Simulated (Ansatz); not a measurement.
# KI: the cost of one run

Program: Ansatz 0.2.0. Level of theory: DFT r2SCAN, scalar-relativistic, plane waves, PAW. These are calculated values, not measurements.

### 1 The structure to begin with

It takes space group Fm-3m (No. 225, cubic). The conventional cell has a = 7.049 Å, b = 7.049 Å, c = 7.049 Å, α = 90.00°, β = 90.00°, γ = 90.00°. K (site symmetry m-3m) is surrounded by 6 I at 3.52 Å. Around I (site symmetry m-3m) lie 6 K at 3.52 Å.

As a file:

```
K I
1.0
     0.00000    3.52455    3.52455
     3.52455    0.00000    3.52455
     3.52455    3.52455    0.00000
K I
1 1
Direct
  0.00000 0.00000 0.00000
  0.50000 0.50000 0.50000
```

No relaxation comes first: the listed cell is the starting point.

### 2 Zero of energy

Reference values: F = -9073.9203 eV; pressure 0.24 GPa; largest force 0.000 eV/Å; gap on the mesh 4.63 eV. It was computed beforehand with the settings of the runs below.

### 3 Setting up a tetragonal deformation path

At fixed volume and fractional coordinates, lengths along (0.000, 0.000, 1.000) are scaled against those across it; ρ is that ratio over its starting value.

### 4 Point ρ = 0.707

input.yaml reads:

```yaml
crystal:
  lattice:
    - [0.0, 3.9563727749, 2.7971555518]
    - [3.9563727749, 0.0, 2.7971555518]
    - [3.9563727749, 3.9563727749, 0.0]
  atoms:
    - { symbol: K, position: [0.0, 0.0, 0.0] }
    - { symbol: I, position: [0.5, 0.5, 0.5] }
basis:
  ecutwfc: 500
kpoints:
  mp_grid: { grid: [6, 6, 6] }
hamiltonian:
  xc: r2scan
scf:
  occupations: { method: gaussian, width: 0.05 }
output:
  forces: true
  stress: true
  eigenvalues: true
```

Command:

```
> ansatz run input.yaml --threads 1 --pin off --max-ram 2560MiB --backend cpu --events-out ev --progress --plain --runs-dir out
```

**Question.** How long does this run take on 1 thread of Arm Neoverse V1, shared host, and how much memory does it need?

About 9.4 s, with a peak of 0.6 GiB.
